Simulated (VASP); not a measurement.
# GaN (F-43m) in VASP: further runs

Runs on GaN. Level: PBE. Tasks: single point.

Program: VASP 6.6.1. These are calculated values, not measurements. Logs are shortened: lines on timing, memory, paths and dates and some standing lists are left out, and cuts for length are marked.

**Measured values to compare with.**

A printed reference work, textbook reports, for a bulk crystal of GaN at 0 K: band gap 3.299 eV (direct).

The results are compared with them further down.

**1. The structure**

It takes space group F-43m (No. 216, cubic). The conventional cell has a = 4.507 Å, b = 4.507 Å, c = 4.507 Å, α = 90.00°, β = 90.00°, γ = 90.00°. Ga (site symmetry -43m) has 4 N at 1.95 Å as nearest neighbours. N (site symmetry -43m) is surrounded by 4 Ga at 1.95 Å.

The cell is a database's computed one.

**2. Single point, PBE**

INCAR reads:

```
PREC = Accurate
ENCUT = 520
EDIFF = 1E-7
ISMEAR = 0
SIGMA = 0.02
LREAL = F
LASPH = T
NELM = 80
ALGO = Normal
ISIF = 2
LWAVE = F
LCHARG = F
GGA = PE
```

KPOINTS reads:

```
regular mesh
0
Gamma
  8 8 8
```

POSCAR reads:

```
GaN
1.0
    0.0000000000      2.2535006100      2.2535006100
    2.2535006100      0.0000000000      2.2535006100
    2.2535006100      2.2535006100      0.0000000000
Ga N
1 1
Direct
    0.0000000000      0.0000000000      0.0000000000
    0.7500000000      0.7500000000      0.7500000000
```

Potentials or basis: VASP PAW PBE potentials, release 64 (Ga_d, N).

Started as:

```console
$ cat potpaw_PBE.64/Ga_d/POTCAR potpaw_PBE.64/N/POTCAR > POTCAR
$ mpirun -np 1 vasp_std > vasp.out
```

OUTCAR:

```text
PREC = Accurate
   ENCUT = 520
   EDIFF = 1E-7
   ISMEAR = 0
   LREAL = F
   LASPH = T
   NELM = 80
   ISIF = 2
   GGA = PE

 ion  position               nearest neighbor table
   1  0.000  0.000  0.000-   2 1.95   2 1.95   2 1.95   2 1.95
   2  0.750  0.750  0.750-   1 1.95   1 1.95   1 1.95   1 1.95

  LATTYP: Found a face centered cubic cell.
 ALAT       =     4.5070012200

  Lattice vectors:

 A1 = (   0.0000000000,   2.2535006100,   2.2535006100)
 A2 = (   2.2535006100,   0.0000000000,   2.2535006100)
 A3 = (   2.2535006100,   2.2535006100,   0.0000000000)

Analysis of symmetry for initial positions (statically):
=====================================================================
 Subroutine PRICEL returns:
 Original cell was already a primitive cell.

 Routine SETGRP: Setting up the symmetry group for a
 face centered cubic supercell.

 Subroutine GETGRP returns: Found 24 space group operations
 (whereof 24 operations were pure point group operations)
 out of a pool of 48 trial point group operations.

The static configuration has the point symmetry T_d .

Analysis of symmetry for dynamics (positions and initial velocities):
=====================================================================
 Subroutine PRICEL returns:
 Original cell was already a primitive cell.

 Routine SETGRP: Setting up the symmetry group for a
 face centered cubic supercell.

 Subroutine GETGRP returns: Found 24 space group operations
 (whereof 24 operations were pure point group operations)
 out of a pool of 48 trial point group operations.

The dynamic configuration has the point symmetry T_d .

 Subroutine INISYM returns: Found 24 space group operations
 (whereof 24 operations are pure point group operations),
 and found     1 'primitive' translations

----------------------------------------------------------------------------------------

                                     Primitive cell

  volume of cell :      22.8877

  direct lattice vectors                    reciprocal lattice vectors
     0.000000000  2.253500610  2.253500610    -0.221877020  0.221877020  0.221877020
     2.253500610  0.000000000  2.253500610     0.221877020 -0.221877020  0.221877020
     2.253500610  2.253500610  0.000000000     0.221877020  0.221877020 -0.221877020

  length of vectors
     3.186931125  3.186931125  3.186931125     0.384302272  0.384302272  0.384302272

  position of ions in fractional coordinates (direct lattice)
     0.000000000  0.000000000  0.000000000
     0.750000000  0.750000000  0.750000000

  ion indices of the primitive-cell ions
   primitive index   ion index
                 1           1
                 2           2

----------------------------------------------------------------------------------------

 KPOINTS: regular mesh

Automatic generation of k-mesh.
 Grid dimensions read from file:
 generate k-points for:    8    8    8

 Generating k-lattice:

  Cartesian coordinates                     Fractional coordinates (reciprocal lattice)
    -0.027734628  0.027734628  0.027734628     0.125000000  0.000000000  0.000000000
     0.027734628 -0.027734628  0.027734628     0.000000000  0.125000000  0.000000000
     0.027734628  0.027734628 -0.027734628     0.000000000  0.000000000  0.125000000

  Length of vectors
     0.048037784  0.048037784  0.048037784

  Shift w.r.t. Gamma in fractional coordinates (k-lattice)
     0.000000000  0.000000000  0.000000000

 Subroutine IBZKPT returns following result:
 ===========================================

 Found     29 irreducible k-points:

 Following reciprocal coordinates:
            Coordinates               Weight
  0.000000  0.000000  0.000000      1.000000
  0.125000  0.000000  0.000000      8.000000
  0.250000  0.000000  0.000000      8.000000
  0.375000  0.000000  0.000000      8.000000
  0.500000  0.000000  0.000000      4.000000
  0.125000  0.125000  0.000000      6.000000
[... 16 lines left out ...]
  0.500000  0.250000  0.125000     48.000000
 -0.375000  0.250000  0.125000     24.000000
 [... further k-points ...]
   k-points           NKPTS =     29   k-points in BZ     NKDIM =     29   number of bands    NBANDS=     13
   number of dos      NEDOS =    301   number of ions     NIONS =      2
   total plane-waves  NPLWV =  13824
   dimension x,y,z NGX =    24 NGY =   24 NGZ =   24
   dimension x,y,z NGXF=    48 NGYF=   48 NGZF=   48
   ions per type =               1   1
   NGX,Y,Z   is equivalent  to a cutoff of  12.52, 12.52, 12.52 a.u.
   NGXF,Y,Z  is equivalent  to a cutoff of  25.04, 25.04, 25.04 a.u.
 SYSTEM =  unknown system
   PREC   = accura    normal or accurate (medium, high low for compatibility)
   ISTART =      0    job   : 0-new  1-cont  2-samecut
   ICHARG =      2    charge: 1-file 2-atom 10-const
   ISPIN  =      1    spin polarized calculation?
   LNONCOLLINEAR =      F non collinear calculations
   LSORBIT =      F    spin-orbit coupling
   LASPH  =      T    aspherical Exc in radial PAW
   ENCUT  =  520.0 eV  38.22 Ry    6.18 a.u.   5.93  5.93  5.93*2*pi/ulx,y,z
   NELM   =     80;   NELMIN=  2; NELMDL= -5     # of ELM steps
   EDIFF  = 0.1E-06   stopping-criterion for ELM
   LREAL  =      F    real-space projection
   EDIFFG = 0.1E-05   stopping-criterion for IOM
   NSW    =      0    number of steps for IOM
   IBRION =     -1    ionic relax: 0-MD 1-quasi-New 2-CG
   NFREE  =      0    steps in history (QN), initial steepest desc. (CG)
   ISIF   =      2    stress and relaxation
   ISYM   =      2    0-nonsym 1-usesym 2-fastsym
   POTIM  = 0.5000    time-step for ionic-motion
   TEBEG  =    0.0;   TEEND  =   0.0 temperature during run
   PSTRESS=    0.0 pullay stress
   NELECT =      18.0000    total number of electrons
   NUPDOWN=      -1.0000    fix difference up-down
   EMIN   =  10.00;   EMAX   =-10.00  energy-range for DOS
   EFERMI =   0.00;   METHOD = LEGACY
   ISMEAR =     0;   SIGMA  =   0.02  broadening in eV -4-tet -1-fermi 0-gaus
   EFERMI_NEDOS =   21; number of points for ismear=-14 and -15
   IALGO  =     38    algorithm
   IMIX   =      4    mixing-type and parameters
     AMIX     =   0.40;   BMIX     =  1.00
     AMIX_MAG =   1.60;   BMIX_MAG =  1.00
  volume/ion in A,a.u.               =      11.44        77.23
  Fermi-wavevector in a.u.,A,eV,Ry     =   1.511117  2.855596 31.068543  2.283473
  Thomas-Fermi vector in A             =   2.621216
   LORBIT       =      0    0 simple, 1 ext, 2 COOP (PROOUT), +10 PAW based schemes
   GGA     = PE    functional components
   LHFCALC =     F    Hartree Fock is set to
   AEXX    =    0.0000 exact exchange contribution
   IVDW    =     0    specifies the selected vdW correction
   LEPSILON=     F    determine dielectric tensor
   LRPA    =     F    only Hartree local field effects (RPA)
 non-spin polarized calculation
 Gauss-broadening in eV      SIGMA  =   0.02
  energy-cutoff  :      520.00
  volume of cell :       22.89
 maximum number of plane-waves:       636
   NGX = 11   NGY = 11   NGZ = 11

 number of electron      18.0000004 magnetization

 Free energy of the ion-electron system (eV)
  ---------------------------------------------------
  ext. energy  EPLUGINS =         0.00000000
  ---------------------------------------------------
  free energy    TOTEN  =       -12.14275247 eV

  energy without entropy =      -12.14275247  energy(sigma->0) =      -12.14275247

 E-fermi :   5.4059     XC(G=0): -11.6667

 val. band max:        5.2817035390   @ k =   0.0000   0.0000   0.0000
 cond. band min:       7.0059782505   @ k =   0.0000   0.0000   0.0000
 fundamental gap:      1.7242747114
 Fermi energy:         5.4059212788

 k-point     1 :       0.0000    0.0000    0.0000
  band No.  band energies     occupation
      1     -10.6519      2.00000
      2      -8.1603      2.00000
      3      -8.1603      2.00000
      4      -8.1603      2.00000
      5      -7.8406      2.00000
      6      -7.8406      2.00000
      7       5.2817      2.00000
      8       5.2817      2.00000
      9       5.2817      2.00000
     10       7.0060      0.00000
     11      15.5835      0.00000
     12      15.5835      0.00000
     13      15.5835      0.00000

 k-point     2 :       0.1250    0.0000    0.0000
  band No.  band energies     occupation
      1     -10.4838      2.00000
      2      -8.1397      2.00000
      3      -8.1397      2.00000
      4      -8.0960      2.00000
      5      -7.8422      2.00000
      6      -7.8422      2.00000
      7       3.7551      2.00000
      8       5.1198      2.00000
      9       5.1198      2.00000
     10       8.1553      0.00000
     11      14.8788      0.00000
     12      15.8212      0.00000
     13      15.8212      0.00000

 k-point     3 :       0.2500    0.0000    0.0000
  band No.  band energies     occupation
      1     -10.1087      2.00000
      2      -8.0993      2.00000
      3      -8.0993      2.00000
      4      -7.8358      2.00000
      5      -7.8358      2.00000
      6      -7.7952      2.00000
      7       1.4276      2.00000
      8       4.7616      2.00000
      9       4.7616      2.00000
     10       9.3439      0.00000
     11      14.0630      0.00000
     12      16.0441      0.00000
     13      16.0441      0.00000

 k-point     4 :       0.3750    0.0000    0.0000
  band No.  band energies     occupation
      1      -9.8254      2.00000
      2      -8.0766      2.00000
      3      -8.0766      2.00000
      4      -7.8101      2.00000
      5      -7.8101      2.00000
      6      -7.1101      2.00000
      7      -0.7282      2.00000
      8       4.4391      2.00000
      9       4.4391      2.00000
     10       9.8420      0.00000
     11      13.9362      0.00000
     12      15.8180      0.00000
     13      15.8180      0.00000

 k-point     5 :       0.5000    0.0000    0.0000
  band No.  band energies     occupation
      1      -9.7436      2.00000
      2      -8.0727      2.00000
      3      -8.0727      2.00000
      4      -7.7935      2.00000
      5      -7.7935      2.00000
      6      -6.5957      2.00000
      7      -1.7543      2.00000
      8       4.3140      2.00000
      9       4.3140      2.00000
     10       9.9208      0.00000
     11      14.0085      0.00000
     12      15.6482      0.00000
     13      15.6482      0.00000
[... 257 lines left out ...]
 k-point    22 :       0.3750    0.2500    0.1250
  band No.  band energies     occupation
      1      -9.8766      2.00000
      2      -8.0561      2.00000
      3      -8.0369      2.00000
      4      -7.9214      2.00000
      5      -7.8125      2.00000
      6      -7.4373      2.00000
      7       1.0535      2.00000
      8       3.1655      2.00000
      9       4.2311      2.00000
     10      10.5396      0.00000
     11      13.1439      0.00000
     12      15.1764      0.00000
     13      17.0187      0.00000

 k-point    23 :       0.5000    0.2500    0.1250
  band No.  band energies     occupation
      1      -9.6979      2.00000
      2      -8.0505      2.00000
      3      -8.0058      2.00000
      4      -7.8873      2.00000
      5      -7.8059      2.00000
      6      -6.7406      2.00000
      7      -0.3570      2.00000
      8       2.4470      2.00000
      9       3.7621      2.00000
     10      11.4197      0.00000
     11      12.8051      0.00000
     12      14.9193      0.00000
     13      17.0818      0.00000

 k-point    24 :      -0.3750    0.2500    0.1250
  band No.  band energies     occupation
      1      -9.6453      2.00000
      2      -8.0560      2.00000
      3      -7.9941      2.00000
      4      -7.8604      2.00000
      5      -7.8076      2.00000
      6      -6.2854      2.00000
      7      -1.1305      2.00000
      8       2.2805      2.00000
      9       3.5149      2.00000
     10      11.9089      0.00000
     11      12.2985      0.00000
     12      15.3695      0.00000
     13      16.9879      0.00000

 [... further k-points ...]

------------------------ aborting loop because EDIFF is reached ----------------------------------------

  FORCE on cell =-STRESS in cart. coord.  units (eV):
  Direction    XX          YY          ZZ          XY          YZ          ZX
  --------------------------------------------------------------------------------------
  -------------------------------------------------------------------------------------
  Total        0.7218351      0.7218351      0.7218351      0.0000000      0.0000000     -0.0000000
  in kB       50.5295659     50.5295659     50.5295659      0.0000000      0.0000000     -0.0000000
  external PRESSURE =      50.5295659 kB  Pullay stress =       0.0000000 kB

 VOLUME and BASIS-vectors are now :
 -----------------------------------------------------------------------------
  energy-cutoff  :      520.00
  volume of cell :       22.89
      direct lattice vectors                 reciprocal lattice vectors
     0.000000000  2.253500610  2.253500610    -0.221877020  0.221877020  0.221877020
     2.253500610  0.000000000  2.253500610     0.221877020 -0.221877020  0.221877020
     2.253500610  2.253500610  0.000000000     0.221877020  0.221877020 -0.221877020

 POSITION                                       TOTAL-FORCE (eV/Angst)
 -----------------------------------------------------------------------------------
      0.00000      0.00000      0.00000        -0.000000     -0.000000     -0.000000
      3.38025      3.38025      3.38025         0.000000      0.000000      0.000000
 -----------------------------------------------------------------------------------
    total drift:                               -0.000002     -0.000002     -0.000002

  FREE ENERGIE OF THE ION-ELECTRON SYSTEM (eV)
  ---------------------------------------------------
  free  energy   TOTEN  =       -12.1427524698 eV

  energy  without entropy=      -12.1427524698  energy(sigma->0) =      -12.14275247
```

It used 4.8 s of CPU time on 1 thread of Intel(R) Xeon(R) Platinum 8488C (Sapphire Rapids), on a shared host, which was overloaded at the time.

What came out:

```
Free energy            : -12.1428 eV
Pressure               : 5.1 GPa
Band gap on the k mesh : 1.72 eV, direct
```

**3. Single point, PBE**

INCAR is that of step 2.

KPOINTS reads:

```
regular mesh
0
Gamma
  10 10 10
```

POSCAR is that of step 2.

Potentials or basis: VASP PAW PBE potentials, release 64 (Ga_d, N).

Started as:

```console
$ cat potpaw_PBE.64/Ga_d/POTCAR potpaw_PBE.64/N/POTCAR > POTCAR
$ mpirun -np 1 vasp_std > vasp.out
```

Run time: 11 s. Hardware: 1 thread of Intel Xeon Platinum 8488C (Sapphire Rapids), shared host; peak memory 0.14 GiB.

The run converged. Its results:

* Free energy: -12.1432 eV
* Pressure: 5.1 GPa
* Band gap on the k mesh: 1.72 eV, direct

Levels at points of the mesh, in eV from the valence-band top:
```
           k point  band 7  band 8  band 9  band 10  band 11  band 12
(0.00, 0.00, 0.00)    0.00    0.00    0.00     1.72    10.30    10.30
(0.50, 0.00, 0.00)   -7.04   -0.97   -0.97     4.64     8.73    10.37
(0.50, 0.50, 0.00)   -6.12   -2.70   -2.70     3.35     6.66    11.71
```

(Part 1 of 2 ends here.)
